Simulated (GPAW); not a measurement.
# CdTe (F-43m) in GPAW: a series of runs, part 2 of 3

GPAW 26.7.0. The steps go on from the part before.

### Step 4. Band structure, PBE

File run.py:

```python
from ase.dft.bandgap import bandgap
from ase.io import read, write
from ase.units import GPa
from gpaw import GPAW, PW, setup_paths

setup_paths.insert(0, '.')

atoms = read('POSCAR')

calc = GPAW(mode=PW(600),
            xc='PBE',
            kpts={'size': (6, 6, 6), 'gamma': True},
            occupations={'name': 'fermi-dirac', 'width': 0.05},
            setups={'Cd': 'jth', 'Te': 'jth'},
            nbands=-9,
            convergence={'density': 1e-05, 'energy': 1e-05},
            maxiter=150,
            txt='gpaw.txt')
atoms.calc = calc
energy = atoms.get_potential_energy()
forces = atoms.get_forces()
stress = atoms.get_stress()
calc.write('gs.gpw')
write('result.traj', atoms)
print(f'Energy: {energy:.6f} eV')
print('Forces (eV/A):')
print(forces.round(4))
print('Stress (GPa):', (stress / GPa).round(3))
print('Fermi level:', round(calc.get_fermi_level(), 4), 'eV')
print(f'Gap: {bandgap(calc)[0]:.4f} eV, direct: {bandgap(calc, direct=True)[0]:.4f} eV')

path = atoms.cell.bandpath('GXWKGLUWLK,UX', npoints=80, eps=1e-4)
bs_calc = calc.fixed_density(kpts=path, symmetry='off', nbands=-21,
                             convergence={'bands': 'CBM+6.0', 'eigenstates': 1e-6}, txt='bands.txt')
bs = bs_calc.band_structure()
bs.write('bs.json')
print(f'Gap on the path: {bandgap(bs_calc)[0]:.4f} eV')
```

File POSCAR:

```
CdTe
1.0
    0.0000000000      3.2050000000      3.2050000000
    3.2050000000      0.0000000000      3.2050000000
    3.2050000000      3.2050000000      0.0000000000
Te Cd
1 1
Direct
    0.7500000000      0.7500000000      0.7500000000
    0.0000000000      0.0000000000      0.0000000000
```

Potentials or basis: JTH PAW 2.0, PBE, pw.

On the command line:

```console
OMP_NUM_THREADS=1 python run.py
```

gpaw.txt:

```text
__  _  _
 | _ |_)|_||  |
 |__||  | ||/\| - 26.7.0

Input parameters:
  mode=PW(ecut=600.0),
  convergence={'density': 1e-05, 'energy': 1e-05},
  kpts=MonkhorstPack(size=(6, 6, 6), gamma=True),
  maxiter=150,
  nbands=-9,
  occupations=Occupations(name='fermi-dirac', width=0.05),
  setups={'Cd': 'jth', 'Te': 'jth'},
  xc=XC(name='PBE')

Diagonalizing LCAO Hamiltonian
Converting LCAO to pw mode

                      Te

       Cd

Atoms  # Å, Bohr magnetons
|   | symbol |        x |        y |        z |    initial magnetic moments |
|---|--------|----------|----------|----------|-----------------------------|
| 0 |     Te | 4.807500 | 4.807500 | 4.807500 | ( 0.0000,  0.0000,  0.0000) |
| 1 |     Cd | 0.000000 | 0.000000 | 0.000000 | ( 0.0000,  0.0000,  0.0000) |

Unit cell  # Å
| periodic |        x |        y |        z |  lengths |    angles |
|----------|----------|----------|----------|----------|-----------|
|      yes | 0.000000 | 3.205000 | 3.205000 | 4.532554 | 60.000000 |
|      yes | 3.205000 | 0.000000 | 3.205000 | 4.532554 | 60.000000 |
|      yes | 3.205000 | 3.205000 | 0.000000 | 4.532554 | 60.000000 |

Number of symmetries: 24
Symmetry operations  # r_c * U_cc + t_c -> r_c
|    | kind |            matrix            |
|----|------|------------------------------|
|  0 |  E   |  1, 0, 0,  0, 1, 0,  0, 0, 1 |
|  1 |  σ   |  1, 0, 0,  0, 0, 1,  0, 1, 0 |
|  2 |  σ   |  1, 0,-1,  0, 1,-1,  0, 0,-1 |
|  3 |  C3  |  1, 0,-1,  0, 0,-1,  0, 1,-1 |
|  4 |  C3  |  1,-1, 0,  0,-1, 1,  0,-1, 0 |
|  5 |  σ   |  1,-1, 0,  0,-1, 0,  0,-1, 1 |
|  6 |  σ   |  0, 1, 0,  1, 0, 0,  0, 0, 1 |
|  7 |  C3  |  0, 1, 0,  0, 0, 1,  1, 0, 0 |
|  8 |  C2  |  0, 1,-1,  1, 0,-1,  0, 0,-1 |
|  9 |  S4  |  0, 1,-1,  0, 0,-1,  1, 0,-1 |
| 10 |  C3  |  0, 0, 1,  1, 0, 0,  0, 1, 0 |
| 11 |  σ   |  0, 0, 1,  0, 1, 0,  1, 0, 0 |
| 12 |  S4  |  0, 0,-1,  1, 0,-1,  0, 1,-1 |
| 13 |  C3  |  0, 0,-1,  0, 1,-1,  1, 0,-1 |
| 14 |  S4  |  0,-1, 1,  1,-1, 0,  0,-1, 0 |
| 15 |  C2  |  0,-1, 1,  0,-1, 0,  1,-1, 0 |
| 16 |  C3  |  0,-1, 0,  1,-1, 0,  0,-1, 1 |
| 17 |  S4  |  0,-1, 0,  0,-1, 1,  1,-1, 0 |
| 18 |  S4  | -1, 1, 0, -1, 0, 1, -1, 0, 0 |
| 19 |  C3  | -1, 1, 0, -1, 0, 0, -1, 0, 1 |
| 20 |  C3  | -1, 0, 1, -1, 1, 0, -1, 0, 0 |
| 21 |  S4  | -1, 0, 1, -1, 0, 0, -1, 1, 0 |
| 22 |  σ   | -1, 0, 0, -1, 1, 0, -1, 0, 1 |
| 23 |  C2  | -1, 0, 0, -1, 0, 1, -1, 1, 0 |

BZ-sampling:
  Number of BZ points: 216
  Number of IBZ points: 16

  Monkhorst-Pack size: [6, 6, 6]
  Monkhorst-Pack shift: [0.08333333333333333, 0.08333333333333333, 0.08333333333333333]

K-points  # in reciprocal-cell coordinates
|     |                                coordinates |     weight |
|-----|--------------------------------------------|------------|
|   0 | (  0.00000000,   0.00000000,   0.00000000) | 0.00462963 |
|   1 | (  0.16666667,   0.16666667,   0.00000000) | 0.02777778 |
|   2 | (  0.16666667,   0.16666667,   0.16666667) | 0.03703704 |
|   3 | (  0.33333333,   0.16666667,   0.16666667) | 0.05555556 |
|   4 | (  0.33333333,   0.33333333,  -0.33333333) | 0.05555556 |
|   5 | (  0.33333333,   0.33333333,   0.00000000) | 0.02777778 |
|   6 | (  0.33333333,   0.33333333,   0.16666667) | 0.11111111 |
|   7 | (  0.33333333,   0.33333333,   0.33333333) | 0.03703704 |
|   8 | (  0.50000000,   0.33333333,  -0.33333333) | 0.11111111 |
|   9 | (  0.50000000,   0.33333333,  -0.16666667) | 0.05555556 |
| ... |                                            |            |
|  15 | (  0.50000000,   0.50000000,   0.50000000) | 0.01851852 |

Plane wave coefficients: 2215
Cutoff: 600.0 eV

Spin-components: 1 (collinear spins)
Bands:           18
Projectors:      10
Spin-degeneracy: 2
Datatype:        complex128

Parallelization:
  kpt:    1
  domain: 1
  band:   1

Density:
  Valence electrons: 18.0
  Components: 1
  Grid points: [27 27 27]
  Charge: 0.0  # |e|

Potential:
  Grid points: [27 27 27]

species:
  Te:
    name:    Tellurium
    Z:       52.0
    valence: 6
    core:    46
    charge:  0.0  # [|e|]
    compensation charges:
      type: sinc
      rc: 1.11  # [Å]
      lmax: 2
    cutoffs:
      filter: 1.22  # [Å]
      core: 3.22  # [Å]
    projectors
    | kind |    occ | energy [eV] | rcut [Å] |
    |------|--------|-------------|----------|
    |   5s |  2.000 |     -15.109 |    1.223 |
    |    s |        |      40.817 |    1.223 |
    |   5p |  4.000 |      -5.953 |    1.223 |
    |    p |        |      47.620 |    1.223 |

    Using partial waves for Te as LCAO basis

  Cd:
    name:    Cadmium
    Z:       48.0
    valence: 12
    core:    36
    charge:  0.0  # [|e|]
    compensation charges:
      type: bessel
      rc: 1.22  # [Å]
      lmax: 2
    cutoffs:
      filter: 1.32  # [Å]
      core: 2.68  # [Å]
    projectors
    | kind |    occ | energy [eV] | rcut [Å] |
    |------|--------|-------------|----------|
    |   5s |  2.000 |      -5.660 |    1.167 |
    |    s |        |      40.817 |    1.167 |
    |   5p |  0.000 |      -1.183 |    1.324 |
    |    p |        |      61.226 |    1.324 |
    |   4d | 10.000 |     -11.733 |    0.957 |
    |    d |        |      27.211 |    0.957 |

    Using partial waves for Cd as LCAO basis

Reference energy: -337125.548494  # eV

eigensolver:
  PPCG
  Converge bands: occupied
  niter=2

density mixing:
  MSR1-Mixer
  Pratt-step length: 0.05
  Maximum mixing coefficient: 0.75
  Old densities: 10
  SVD Regularization: 0.005
  Good broyden scale: 1.0
  Trust region scale: 1.0
  Backstep threshold: 4.0
  History deletion threshold: 6.0
  Fourier metric: weight=20.0, sigma=0.015

occupation numbers:
  Fermi-Dirac:
    width: 0.0500  # eV

poisson solver:
  ecut: 4800.0  # eV

xc functional:
  name: PBE with 2 nearest neighbor stencil

convergence criteria:
- Maximum integral of absolute [dens]ity change: 1e-05 electrons / valence electron
- Maximum [total energy] change in last 3 cyles: 1e-05 eV / valence electron
- Maximum integral of absolute [eigenst]ate change: 4e-08 eV^2 / valence electron
maximum number of iterations: 150

SCF iterations
|iter     | |      energy | eigst |  dens |
|---------|-|-------------|-------|-------|
|iter:   1| |   -4.115679 | -0.38 |       |
|iter:   2| |   -4.070185 | -2.32 | -1.26 |
|iter:   3| |   -3.897113 | -1.81 | -1.30 |
|iter:   4| |   -3.896926 | -3.32 | -1.87 |
|iter:   5| |   -3.896860 | -3.95 | -2.26 |
|iter:   6| |   -3.896893c| -4.66 | -3.23 |
|iter:   7| |   -3.896909c| -4.87 | -3.57 |
|iter:   8| |   -3.896916c| -5.09 | -4.39 |
|iter:   9| |   -3.896922c| -5.18 | -4.85 |
|iter:  10| |   -3.896927c| -5.29 | -4.73 |
|iter:  11| |   -3.896929c| -5.56 | -4.92 |
|iter:  12| |   -3.896929c| -6.31 | -4.90 |
|iter:  13| |   -3.896929c| -7.18 | -5.19c|
|iter:  14| |   -3.896929c| -7.41c| -5.65c|

Converged in 14 steps
Energy contributions relative to reference atoms: (reference = -337125.548494)

Energy contributions:
  Kinetic:          10.740783
  Coulomb:          -7.957396
  Zero:              0.080153
  External:          0.000000
  Xc:               -6.760467
  Entropy:          -0.000003
  Spinorbit:         0.000000
  ----------------------------
  Free energy:      -3.896930
  Extrapolated:     -3.896929

dipole moment: (-20.956382, -20.956382, -20.956382)  # |e|*Ang

Fermi level: 3.608
Eigenvalues  # (at kpt = [0.000, 0.000, 0.000])
| band index |      eig [eV] | occ [0-2] |
|------------|---------------|-----------|
|          0 |        -8.234 |     2.000 |
|          1 |        -5.205 |     2.000 |
|          2 |        -5.205 |     2.000 |
|          3 |        -5.205 |     2.000 |
|          4 |        -4.919 |     2.000 |
|          5 |        -4.919 |     2.000 |
[... 10 lines left out ...]
|         16 |        13.506 |     0.000 |
|         17 |        13.506 |     0.000 |

Gap: 0.874 eV
Transition (v -> c):
  (s=0, k=0, n=8, [0.00, 0.00, 0.00]) -> (s=0, k=0, n=9, [0.00, 0.00, 0.00])
No difference between direct/indirect transitions

Forces  # eV/Ang
|        x |        y |        z |
|----------|----------|----------|
| -0.00000 | -0.00000 | -0.00000 |  # Te   0
|  0.00000 | -0.00000 |  0.00000 |  # Cd   1

Stress tensor  # eV/Ang^3
|         x |         y |         z |
|-----------|-----------|-----------|
| -0.027537 |  0.000000 |  0.000000 |
|  0.000000 | -0.027537 | -0.000000 |
|  0.000000 | -0.000000 | -0.027537 |

# Writing to gs.gpw (mode='')
```

It took 3.9 min on 1 thread of Intel Xeon at 2.50GHz (Skylake/Cascade Lake), shared host; peak memory 0.31 GiB.

What came out:

```
Free energy             : -3.8969 eV
Pressure                : 4.4 GPa
Band gap on the k mesh  : 0.87 eV, direct
Band gap along the path : 0.87 eV, direct
```

Levels at the corners of the path, in eV from the valence-band top:
```tsv
point	band 7	band 8	band 9	band 10	band 11	band 12
Γ	0.00	0.00	0.00	0.87	4.61	4.61
X	-4.48	-1.98	-1.98	2.54	2.65	9.03
W	-4.36	-2.45	-2.35	4.37	4.68	5.67
K	-4.38	-2.71	-1.64	2.88	4.57	7.49
Γ	0.00	0.00	0.00	0.87	4.61	4.61
L	-4.62	-0.83	-0.83	1.84	5.21	5.21
U	-4.38	-2.71	-1.64	2.88	4.57	7.49
W	-4.36	-2.45	-2.35	4.37	4.68	5.67
L	-4.62	-0.83	-0.83	1.84	5.21	5.21
K	-4.38	-2.71	-1.64	2.88	4.57	7.49
U	-4.38	-2.71	-1.64	2.88	4.57	7.49
X	-4.48	-1.98	-1.98	2.54	2.65	9.03
```

Caveat: the program truncates these outside data sets; spin-orbit coupling is left out, which moves the levels of the heavy elements.

(Part 2 of 3 ends here.)
